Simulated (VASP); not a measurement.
## RPA total energies of BeS

How do cheaper functionals compare with the RPA for BeS, and at what cost? The scan starts from a database cell, scaled to the smallest volume of the series. The cell is of the zinc-blende type, one of the forms listed for this formula. The start is a cell from a database of measured crystal structures.

Method: PBE; plane waves and PAW (S_GW, Be_GW), in the first sound run; inputs show where later runs differ, in VASP 6.6.1.

Most raw output is cut from this account.

The database entry behind the starting cell differs from later determinations by our own check (0.1 to 0.3 % short, probably kX units), so it need not match the best structure at ambient conditions.

## (1) The structure

The structure is cubic, space group F-43m (No. 216). Conventional cell: a = 4.751 Å, b = 4.751 Å, c = 4.751 Å, α = 90.00°, β = 90.00°, γ = 90.00°. S has 4 Be at 2.06 Å nearest. Nearest to Be lie 4 S at 2.06 Å. Farther neighbours and most contacts between anions are not listed.

Structure file:

```xyz
2
Lattice="0.0000 2.3755 2.3755 2.3755 0.0000 2.3755 2.3755 2.3755 0.0000" Properties=species:S:1:pos:R:3 pbc="T T T"
S     3.5632    3.5632    3.5632
Be    0.0000    0.0000    0.0000
```

## (2) Orbitals, volume ratio 0.94

RPA gives no stress here, so the energy is scanned over volumes, at one cutoff and mesh. Volumes are given as ratios to a reference cell, and this first cell is that cell scaled to 0.94. Each point starts from PBE orbitals, tightly converged.

INCAR reads:

```
SYSTEM = BeS
PREC = Accurate
ENCUT = 350
EDIFF = 1E-08
NELM = 100
ISMEAR = 0
SIGMA = 0.05
LREAL = .FALSE.
ALGO = Normal
GGA = PE
NBANDS = 10
LORBIT = 11
LWAVE = .TRUE.
LCHARG = .FALSE.
KPAR = 8
```

POSCAR reads:

```
BeS
1.0
    0.0000000000      2.3754963136      2.3754963136
    2.3754963136      0.0000000000      2.3754963136
    2.3754963136      2.3754963136      0.0000000000
S Be
1 1
Direct
    0.7500000000      0.7500000000      0.7500000000
    0.0000000000      0.0000000000      0.0000000000
```

KPOINTS reads:

```
Automatic mesh
0
Gamma
4 4 4
0 0 0
```

The projector-augmented-wave data sets are S_GW and Be_GW (PBE family, release 64).

On the command line:

```sh
$ mpirun -np 8 vasp_std
```

Wall time 1.2 s (8 MPI ranks of Intel Xeon 6975P-C (Granite Rapids), shared host); peak memory 0.86 GiB; 4.5 s of CPU time.

The gap is read on the k-mesh alone, so it is an upper bound where the band edges lie off the mesh.

A gap read on the k-mesh alone can miss the band edges.

Numbers from this step:

```yaml
free_energy_toten: -9.836 eV
fermi_energy: 4.700 eV
pressure: 9.259 GPa
gap_on_the_k_mesh: 2.945 eV
least_direct_gap_on_the_k_mesh: 5.598 eV
```

## (3) Exact exchange, volume ratio 0.94

This step: Hartree-Fock energy on PBE orbitals; plane waves and PAW (S_GW, Be_GW) (VASP 6.6.1).

The Hartree-Fock energy is evaluated once on these orbitals (ALGO = Eigenval, NELM = 1), without letting them relax. It uses the mesh of the correlation step, and the total energy is their sum.

INCAR reads:

```
SYSTEM = BeS
PREC = Accurate
ENCUT = 350
ISMEAR = 0
SIGMA = 0.05
LREAL = .FALSE.
GGA = PE
NBANDS = 10
ALGO = Eigenval
NELM = 1
LHFCALC = .TRUE.
AEXX = 1
ALDAC = 0
AGGAC = 0
PRECFOCK = Normal
LWAVE = .FALSE.
LCHARG = .FALSE.
```

POSCAR is that of step 2.

KPOINTS is that of step 2.

The run starts from files that an earlier step left in the folder.

On the command line:

```sh
$ mpirun -np 8 vasp_std
```

It took 1.8 s on 8 MPI ranks; peak memory 0.76 GiB.

The k-mesh is coarse for unscreened exact exchange, which converges slowly with it.

This step gave:

```
free energy (TOTEN) : -15.46 eV
```

The Hartree-Fock energy on these orbitals is -7.7292 eV an atom.

## (4) Empty bands, volume ratio 0.94

This step: PBE; plane waves and PAW (S_GW, Be_GW) (VASP 6.6.1).

The next step needs empty bands that the ground-state run didn't converge, so the Hamiltonian is diagonalised exactly for NBANDS bands, in a single step. LOPTICS writes the k-derivatives of the orbitals (WAVEDER), which give the long-wavelength limit of the screening.

INCAR reads:

```
SYSTEM = BeS
PREC = Accurate
ENCUT = 350
ISMEAR = 0
SIGMA = 0.05
LREAL = .FALSE.
GGA = PE
NBANDS = 408
ALGO = Exact
NELM = 1
LWAVE = .TRUE.
LCHARG = .FALSE.
LOPTICS = .TRUE.
NEDOS = 1000
CSHIFT = 0.1
```

POSCAR is that of step 3.

KPOINTS is that of step 3.

On the command line:

```sh
$ mpirun -np 8 vasp_std
```

It took 1.4 s on 8 MPI ranks; peak memory 0.86 GiB; 6.5 s of CPU time.

WAVECAR now holds 408 bands for 8 electrons. Its independent-particle dielectric tensor has xx, yy, zz = 6.9, 6.9, 6.9 on this mesh, which isn't tested for convergence in mesh or bands and lacks local fields.

## (5) RPA correlation, volume ratio 0.94

This step: RPA correlation on PBE orbitals; plane waves and PAW (S_GW, Be_GW) (VASP 6.6.1).

The RPA correlation energy follows from the response function on imaginary frequencies; VASP computes it for a row of response cutoffs and extrapolates.

INCAR reads:

```
SYSTEM = BeS
PREC = Accurate
ENCUT = 350
ISMEAR = 0
SIGMA = 0.05
LREAL = .FALSE.
GGA = PE
NBANDS = 408
ALGO = ACFDT
ENCUTGW = 200
NOMEGA = 12
PRECFOCK = Fast
LWAVE = .FALSE.
LCHARG = .FALSE.
```

POSCAR is that of step 4.

KPOINTS is that of step 4.

On the command line:

```sh
$ mpirun -np 8 vasp_std
```

Wall time 11 s (8 MPI ranks); peak memory 1.1 GiB.

This step gave:

| Quantity | Value |
| --- | --- |
| RPA correlation energy | -12.37 eV |

Extrapolated by the program to an infinite response cutoff, the correlation energy is -6.1827 eV an atom. With exact exchange the total is -13.9119 eV an atom.

## (6) Comparison: r2SCAN, volume ratio 0.94

This step: r2SCAN; plane waves and PAW (S_GW, Be_GW) (VASP 6.6.1).

For comparison the same cell is computed with r2SCAN.

INCAR reads:

```
SYSTEM = BeS
PREC = Accurate
ENCUT = 350
EDIFF = 1E-06
NELM = 100
ISMEAR = 0
SIGMA = 0.05
LREAL = .FALSE.
ALGO = Normal
METAGGA = R2SCAN
LASPH = .TRUE.
NBANDS = 10
LWAVE = .FALSE.
LCHARG = .FALSE.
KPAR = 8
```

POSCAR is that of step 5.

KPOINTS is that of step 5.

On the command line:

```sh
$ mpirun -np 8 vasp_std
```

Run time: 3.4 s. Hardware: 8 MPI ranks; peak memory 0.84 GiB; 22 s of CPU time.

The PAW data sets were made with PBE, which is usual practice but a small mismatch for other functionals.

This step gave:

| Property | Result |
| --- | --- |
| free energy (TOTEN) | -14.62 eV |
| Fermi energy | 4.526 eV |
| pressure | 9.071 GPa |
| gap on the k-mesh | 3.418 eV |
| least direct gap on the k-mesh | 6.183 eV |

Its energy is -7.3111 eV an atom, on a zero of its own.

## (7) Orbitals for comparison: HSE06, volume ratio 0.94

This step: PBE; plane waves and PAW (S_GW, Be_GW) (VASP 6.6.1).

A hybrid converges faster from good orbitals, so a cheap PBE run writes WAVECAR first.

INCAR reads:

```
SYSTEM = BeS
PREC = Accurate
ENCUT = 350
EDIFF = 1E-05
NELM = 100
ISMEAR = 0
SIGMA = 0.05
LREAL = .FALSE.
ALGO = Normal
GGA = PE
NBANDS = 10
LORBIT = 11
LWAVE = .TRUE.
LCHARG = .FALSE.
KPAR = 8
```

POSCAR is that of step 6.

KPOINTS is that of step 6.

On the command line:

```sh
$ mpirun -np 8 vasp_std
```

It took 1.2 s on 8 MPI ranks; peak memory 0.84 GiB.

This step gave:

- free energy (TOTEN): -9.836 eV
- Fermi energy: 4.699 eV
- pressure: 9.266 GPa
- gap on the k-mesh: 2.943 eV
- least direct gap on the k-mesh: 5.598 eV

The run ends at a pressure of 9.27 GPa.

## (8) Comparison: HSE06, volume ratio 0.94

This step: HSE06; plane waves and PAW (S_GW, Be_GW) (VASP 6.6.1).

For comparison the same cell is computed with HSE06.

INCAR reads:

```
SYSTEM = BeS
PREC = Accurate
ENCUT = 350
EDIFF = 1E-06
NELM = 100
ISMEAR = 0
SIGMA = 0.05
LREAL = .FALSE.
ALGO = Normal
LHFCALC = .TRUE.
AEXX = 0.25
GGA = PE
HFSCREEN = 0.2
LASPH = .TRUE.
NBANDS = 10
PRECFOCK = Fast
LWAVE = .FALSE.
LCHARG = .FALSE.
KPAR = 8
```

POSCAR is that of step 7.

KPOINTS is that of step 7.

The run starts from files that an earlier step left in the folder.

On the command line:

```sh
$ mpirun -np 8 vasp_std
```

Elapsed: 5 s, on 8 MPI ranks; peak memory 1.6 GiB.

The k-mesh is coarse for exact exchange; levels may shift by about 0.1 eV on a finer one.

Numbers from this step:

| Property | Result |
| --- | --- |
| free energy (TOTEN) | -11.25 eV |
| Fermi energy | 4.099 eV |
| gap on the k-mesh | 3.941 eV |
| least direct gap on the k-mesh | 6.868 eV |

Its energy is -5.6240 eV an atom, on a zero of its own.

## (9) Orbitals, volume ratio 0.97

This step: PBE; plane waves and PAW (S_GW, Be_GW) (VASP 6.6.1).

The same chain follows at a volume ratio of 0.97.

INCAR reads:

```
SYSTEM = BeS
PREC = Accurate
ENCUT = 350
EDIFF = 1E-08
NELM = 100
ISMEAR = 0
SIGMA = 0.05
LREAL = .FALSE.
ALGO = Normal
GGA = PE
NBANDS = 10
LORBIT = 11
LWAVE = .TRUE.
LCHARG = .FALSE.
KPAR = 8
```

POSCAR reads:

```
BeS
1.0
    0.0000000000      2.4005033757      2.4005033757
    2.4005033757      0.0000000000      2.4005033757
    2.4005033757      2.4005033757      0.0000000000
S Be
1 1
Direct
    0.7500000000      0.7500000000      0.7500000000
    0.0000000000      0.0000000000      0.0000000000
```

KPOINTS is that of step 8.

On the command line:

```sh
$ mpirun -np 8 vasp_std
```

Wall time 1.6 s (8 MPI ranks); peak memory 0.97 GiB.

The run ends at a pressure of 5.52 GPa.

## (10) Exact exchange, volume ratio 0.97

This step: Hartree-Fock energy on PBE orbitals; plane waves and PAW (S_GW, Be_GW) (VASP 6.6.1).

Exact exchange at this point.

INCAR reads:

```
SYSTEM = BeS
PREC = Accurate
ENCUT = 350
ISMEAR = 0
SIGMA = 0.05
LREAL = .FALSE.
GGA = PE
NBANDS = 10
ALGO = Eigenval
NELM = 1
LHFCALC = .TRUE.
AEXX = 1
ALDAC = 0
AGGAC = 0
PRECFOCK = Normal
LWAVE = .FALSE.
LCHARG = .FALSE.
```

POSCAR is that of step 9.

KPOINTS is that of step 9.

The run starts from files that an earlier step left in the folder.

On the command line:

```sh
$ mpirun -np 8 vasp_std
```

Wall time 1.8 s (8 MPI ranks); peak memory 0.79 GiB; 9.6 s of CPU time.

The Hartree-Fock energy on these orbitals is -7.7604 eV an atom.

## (11) Empty bands, volume ratio 0.97

This step: PBE; plane waves and PAW (S_GW, Be_GW) (VASP 6.6.1).

The empty bands are made again, for the run that follows.

INCAR reads:

```
SYSTEM = BeS
PREC = Accurate
ENCUT = 350
ISMEAR = 0
SIGMA = 0.05
LREAL = .FALSE.
GGA = PE
NBANDS = 408
ALGO = Exact
NELM = 1
LWAVE = .TRUE.
LCHARG = .FALSE.
LOPTICS = .TRUE.
NEDOS = 1000
CSHIFT = 0.1
```

POSCAR is that of step 10.

KPOINTS is that of step 10.

On the command line:

```sh
$ mpirun -np 8 vasp_std
```

Wall time 1.4 s (8 MPI ranks); peak memory 0.85 GiB; 6.6 s of CPU time.

## (12) RPA correlation, volume ratio 0.97

This step: RPA correlation on PBE orbitals; plane waves and PAW (S_GW, Be_GW) (VASP 6.6.1).

RPA correlation at this point.

INCAR reads:

```
SYSTEM = BeS
PREC = Accurate
ENCUT = 350
ISMEAR = 0
SIGMA = 0.05
LREAL = .FALSE.
GGA = PE
NBANDS = 408
ALGO = ACFDT
ENCUTGW = 200
NOMEGA = 12
PRECFOCK = Fast
LWAVE = .FALSE.
LCHARG = .FALSE.
```

POSCAR is that of step 11.

KPOINTS is that of step 11.

On the command line:

```sh
$ mpirun -np 8 vasp_std
```

It took 11 s on 8 MPI ranks; peak memory 1.1 GiB; 83 s of CPU time.

Extrapolated by the program to an infinite response cutoff, the correlation energy is -6.1663 eV an atom, +16 meV against the point before. With exact exchange the total is -13.9268 eV an atom.

## (13) Comparison: r2SCAN, volume ratio 0.97

This step: r2SCAN; plane waves and PAW (S_GW, Be_GW) (VASP 6.6.1).

The comparison at this point.

INCAR reads:

```
SYSTEM = BeS
PREC = Accurate
ENCUT = 350
EDIFF = 1E-06
NELM = 100
ISMEAR = 0
SIGMA = 0.05
LREAL = .FALSE.
ALGO = Normal
METAGGA = R2SCAN
LASPH = .TRUE.
NBANDS = 10
LWAVE = .FALSE.
LCHARG = .FALSE.
KPAR = 8
```

POSCAR is that of step 12.

KPOINTS is that of step 12.

On the command line:

```sh
$ mpirun -np 8 vasp_std
```

Wall time 3.4 s (8 MPI ranks); peak memory 1 GiB.

Its energy is -7.3305 eV an atom, on a zero of its own.

## (14) Orbitals for comparison: HSE06, volume ratio 0.97

This step: PBE; plane waves and PAW (S_GW, Be_GW) (VASP 6.6.1).

Starting orbitals, as before.

INCAR reads:

```
SYSTEM = BeS
PREC = Accurate
ENCUT = 350
EDIFF = 1E-05
NELM = 100
ISMEAR = 0
SIGMA = 0.05
LREAL = .FALSE.
ALGO = Normal
GGA = PE
NBANDS = 10
LORBIT = 11
LWAVE = .TRUE.
LCHARG = .FALSE.
KPAR = 8
```

POSCAR is that of step 13.

KPOINTS is that of step 13.

On the command line:

```sh
$ mpirun -np 8 vasp_std
```

Elapsed: 1.4 s, on 8 MPI ranks; peak memory 0.93 GiB.

The run ends at a pressure of 5.52 GPa.

## (15) Comparison: HSE06, volume ratio 0.97

This step: HSE06; plane waves and PAW (S_GW, Be_GW) (VASP 6.6.1).

INCAR reads:

```
SYSTEM = BeS
PREC = Accurate
ENCUT = 350
EDIFF = 1E-06
NELM = 100
ISMEAR = 0
SIGMA = 0.05
LREAL = .FALSE.
ALGO = Normal
LHFCALC = .TRUE.
AEXX = 0.25
GGA = PE
HFSCREEN = 0.2
LASPH = .TRUE.
NBANDS = 10
PRECFOCK = Fast
LWAVE = .FALSE.
LCHARG = .FALSE.
KPAR = 8
```

POSCAR is that of step 14.

KPOINTS is that of step 14.

The WAVECAR or CHGCAR of an earlier step is read.

On the command line:

```sh
$ mpirun -np 8 vasp_std
```

Elapsed: 5.4 s, on 8 MPI ranks; peak memory 1.6 GiB.

Its energy is -5.6397 eV an atom, on a zero of its own.

## (16) Orbitals, volume ratio 1

This step: PBE; plane waves and PAW (S_GW, Be_GW) (VASP 6.6.1).

The same chain follows at a volume ratio of 1.

INCAR reads:

```
SYSTEM = BeS
PREC = Accurate
ENCUT = 350
EDIFF = 1E-08
NELM = 100
ISMEAR = 0
SIGMA = 0.05
LREAL = .FALSE.
ALGO = Normal
GGA = PE
NBANDS = 10
LORBIT = 11
LWAVE = .TRUE.
LCHARG = .FALSE.
KPAR = 8
```

POSCAR reads:

```
BeS
1.0
    0.0000000000      2.4250000000      2.4250000000
    2.4250000000      0.0000000000      2.4250000000
    2.4250000000      2.4250000000      0.0000000000
S Be
1 1
Direct
    0.7500000000      0.7500000000      0.7500000000
    0.0000000000      0.0000000000      0.0000000000
```

KPOINTS is that of step 15.

On the command line:

```sh
$ mpirun -np 8 vasp_std
```

Run time: 1.4 s. Hardware: 8 MPI ranks; peak memory 0.95 GiB; 5.9 s of CPU time.

The run ends at a pressure of 2.27 GPa.

## (17) Exact exchange, volume ratio 1

This step: Hartree-Fock energy on PBE orbitals; plane waves and PAW (S_GW, Be_GW) (VASP 6.6.1).

INCAR reads:

```
SYSTEM = BeS
PREC = Accurate
ENCUT = 350
ISMEAR = 0
SIGMA = 0.05
LREAL = .FALSE.
GGA = PE
NBANDS = 10
ALGO = Eigenval
NELM = 1
LHFCALC = .TRUE.
AEXX = 1
ALDAC = 0
AGGAC = 0
PRECFOCK = Normal
LWAVE = .FALSE.
LCHARG = .FALSE.
```

POSCAR is that of step 16.

KPOINTS is that of step 16.

The run starts from files that an earlier step left in the folder.

On the command line:

```sh
$ mpirun -np 8 vasp_std
```

Elapsed: 1.8 s, on 8 MPI ranks; peak memory 0.78 GiB.

The Hartree-Fock energy on these orbitals is -7.7807 eV an atom.

## (18) Empty bands, volume ratio 1

This step: PBE; plane waves and PAW (S_GW, Be_GW) (VASP 6.6.1).

INCAR reads:

```
SYSTEM = BeS
PREC = Accurate
ENCUT = 350
ISMEAR = 0
SIGMA = 0.05
LREAL = .FALSE.
GGA = PE
NBANDS = 440
ALGO = Exact
NELM = 1
LWAVE = .TRUE.
LCHARG = .FALSE.
LOPTICS = .TRUE.
NEDOS = 1000
CSHIFT = 0.1
```

POSCAR is that of step 17.

KPOINTS is that of step 17.

On the command line:

```sh
$ mpirun -np 8 vasp_std
```

Run time: 1.4 s. Hardware: 8 MPI ranks; peak memory 0.86 GiB; 6.8 s of CPU time.

WAVECAR now holds 440 bands for 8 electrons.

## (19) RPA correlation, volume ratio 1

This step: RPA correlation on PBE orbitals; plane waves and PAW (S_GW, Be_GW) (VASP 6.6.1).

INCAR reads:

```
SYSTEM = BeS
PREC = Accurate
ENCUT = 350
ISMEAR = 0
SIGMA = 0.05
LREAL = .FALSE.
GGA = PE
NBANDS = 440
ALGO = ACFDT
ENCUTGW = 200
NOMEGA = 12
PRECFOCK = Fast
LWAVE = .FALSE.
LCHARG = .FALSE.
```

POSCAR is that of step 18.

KPOINTS is that of step 18.

On the command line:

```sh
$ mpirun -np 8 vasp_std
```

Run time: 11 s. Hardware: 8 MPI ranks; peak memory 1.2 GiB.

Extrapolated by the program to an infinite response cutoff, the correlation energy is -6.1519 eV an atom, +14 meV against the point before. With exact exchange the total is -13.9326 eV an atom.

## (20) Comparison: r2SCAN, volume ratio 1

This step: r2SCAN; plane waves and PAW (S_GW, Be_GW) (VASP 6.6.1).

INCAR reads:

```
SYSTEM = BeS
PREC = Accurate
ENCUT = 350
EDIFF = 1E-06
NELM = 100
ISMEAR = 0
SIGMA = 0.05
LREAL = .FALSE.
ALGO = Normal
METAGGA = R2SCAN
LASPH = .TRUE.
NBANDS = 10
LWAVE = .FALSE.
LCHARG = .FALSE.
KPAR = 8
```

POSCAR is that of step 19.

KPOINTS is that of step 19.

On the command line:

```sh
$ mpirun -np 8 vasp_std
```

Elapsed: 3.6 s, on 8 MPI ranks; peak memory 0.97 GiB; 25 s of CPU time.

Its energy is -7.3403 eV an atom, on a zero of its own.

## (21) Orbitals for comparison: HSE06, volume ratio 1

This step: PBE; plane waves and PAW (S_GW, Be_GW) (VASP 6.6.1).

INCAR reads:

```
SYSTEM = BeS
PREC = Accurate
ENCUT = 350
EDIFF = 1E-05
NELM = 100
ISMEAR = 0
SIGMA = 0.05
LREAL = .FALSE.
ALGO = Normal
GGA = PE
NBANDS = 10
LORBIT = 11
LWAVE = .TRUE.
LCHARG = .FALSE.
KPAR = 8
```

POSCAR is that of step 20.

KPOINTS is that of step 20.

On the command line:

```sh
$ mpirun -np 8 vasp_std
```

The job ended after 1.2 s (8 MPI ranks; peak memory 0.95 GiB).

The run ends at a pressure of 2.27 GPa.

## (22) Comparison: HSE06, volume ratio 1

This step: HSE06; plane waves and PAW (S_GW, Be_GW) (VASP 6.6.1).

INCAR reads:

```
SYSTEM = BeS
PREC = Accurate
ENCUT = 350
EDIFF = 1E-06
NELM = 100
ISMEAR = 0
SIGMA = 0.05
LREAL = .FALSE.
ALGO = Normal
LHFCALC = .TRUE.
AEXX = 0.25
GGA = PE
HFSCREEN = 0.2
LASPH = .TRUE.
NBANDS = 10
PRECFOCK = Fast
LWAVE = .FALSE.
LCHARG = .FALSE.
KPAR = 8
```

POSCAR is that of step 21.

KPOINTS is that of step 21.

The WAVECAR or CHGCAR of an earlier step is read.

On the command line:

```sh
$ mpirun -np 8 vasp_std
```

It took 5.4 s on 8 MPI ranks; peak memory 1.6 GiB; 38 s of CPU time.

Its energy is -5.6462 eV an atom, on a zero of its own.

## (23) Orbitals, volume ratio 1.03

This step: PBE; plane waves and PAW (S_GW, Be_GW) (VASP 6.6.1).

The same chain follows at a volume ratio of 1.03.

INCAR reads:

```
SYSTEM = BeS
PREC = Accurate
ENCUT = 350
EDIFF = 1E-08
NELM = 100
ISMEAR = 0
SIGMA = 0.05
LREAL = .FALSE.
ALGO = Normal
GGA = PE
NBANDS = 10
LORBIT = 11
LWAVE = .TRUE.
LCHARG = .FALSE.
KPAR = 8
```

POSCAR reads:

```
BeS
1.0
    0.0000000000      2.4490114626      2.4490114626
    2.4490114626      0.0000000000      2.4490114626
    2.4490114626      2.4490114626      0.0000000000
S Be
1 1
Direct
    0.7500000000      0.7500000000      0.7500000000
    0.0000000000      0.0000000000      0.0000000000
```

KPOINTS is that of step 22.

On the command line:

```sh
$ mpirun -np 8 vasp_std
```

It took 1.2 s on 8 MPI ranks; peak memory 0.96 GiB; 5.7 s of CPU time.

The run ends at a pressure of -0.55 GPa.

## (24) Exact exchange, volume ratio 1.03

This step: Hartree-Fock energy on PBE orbitals; plane waves and PAW (S_GW, Be_GW) (VASP 6.6.1).

INCAR reads:

```
SYSTEM = BeS
PREC = Accurate
ENCUT = 350
ISMEAR = 0
SIGMA = 0.05
LREAL = .FALSE.
GGA = PE
NBANDS = 10
ALGO = Eigenval
NELM = 1
LHFCALC = .TRUE.
AEXX = 1
ALDAC = 0
AGGAC = 0
PRECFOCK = Normal
LWAVE = .FALSE.
LCHARG = .FALSE.
```

POSCAR is that of step 23.

KPOINTS is that of step 23.

The run starts from files that an earlier step left in the folder.

On the command line:

```sh
$ mpirun -np 8 vasp_std
```

Elapsed: 1.6 s, on 8 MPI ranks; peak memory 0.77 GiB.

The Hartree-Fock energy on these orbitals is -7.7914 eV an atom.

## (25) Empty bands, volume ratio 1.03

This step: PBE; plane waves and PAW (S_GW, Be_GW) (VASP 6.6.1).

INCAR reads:

```
SYSTEM = BeS
PREC = Accurate
ENCUT = 350
ISMEAR = 0
SIGMA = 0.05
LREAL = .FALSE.
GGA = PE
NBANDS = 440
ALGO = Exact
NELM = 1
LWAVE = .TRUE.
LCHARG = .FALSE.
LOPTICS = .TRUE.
NEDOS = 1000
CSHIFT = 0.1
```

POSCAR is that of step 24.

KPOINTS is that of step 24.

On the command line:

```sh
$ mpirun -np 8 vasp_std
```

Wall time 1.6 s (8 MPI ranks); peak memory 0.85 GiB; 7.6 s of CPU time.

## (26) RPA correlation, volume ratio 1.03

This step: RPA correlation on PBE orbitals; plane waves and PAW (S_GW, Be_GW) (VASP 6.6.1).

INCAR reads:

```
SYSTEM = BeS
PREC = Accurate
ENCUT = 350
ISMEAR = 0
SIGMA = 0.05
LREAL = .FALSE.
GGA = PE
NBANDS = 440
ALGO = ACFDT
ENCUTGW = 200
NOMEGA = 12
PRECFOCK = Fast
LWAVE = .FALSE.
LCHARG = .FALSE.
```

POSCAR is that of step 25.

KPOINTS is that of step 25.

On the command line:

```sh
$ mpirun -np 8 vasp_std
```

Elapsed: 15 s, on 8 MPI ranks; peak memory 1.2 GiB; 2 min of CPU time.

Extrapolated by the program to an infinite response cutoff, the correlation energy is -6.1389 eV an atom, +13 meV against the point before. With exact exchange the total is -13.9303 eV an atom.

## (27) Comparison: r2SCAN, volume ratio 1.03

This step: r2SCAN; plane waves and PAW (S_GW, Be_GW) (VASP 6.6.1).

INCAR reads:

```
SYSTEM = BeS
PREC = Accurate
ENCUT = 350
EDIFF = 1E-06
NELM = 100
ISMEAR = 0
SIGMA = 0.05
LREAL = .FALSE.
ALGO = Normal
METAGGA = R2SCAN
LASPH = .TRUE.
NBANDS = 10
LWAVE = .FALSE.
LCHARG = .FALSE.
KPAR = 8
```

POSCAR is that of step 26.

KPOINTS is that of step 26.

On the command line:

```sh
$ mpirun -np 8 vasp_std
```

Wall time 3.8 s (8 MPI ranks); peak memory 0.95 GiB.

Its energy is -7.3417 eV an atom, on a zero of its own.

(Continued in part 2 of 2.)

[Lines on the potential files, build, host, timing and source positions are cut from VASP's logs without a mark.]

[Logs are printed without paths, hosts, clocks, repeated set-up lines and the standing remarks that a program may print on its own settings, such as how far it seeks lower states.]

[Hosts, paths, dates, database ids (printed as entryN), source tags and the programs' standing remarks are cut or masked in the printed files.]

[Pressures printed for these runs are not shown converged in the cutoff: they can be off by several GPa and have the wrong sign.]
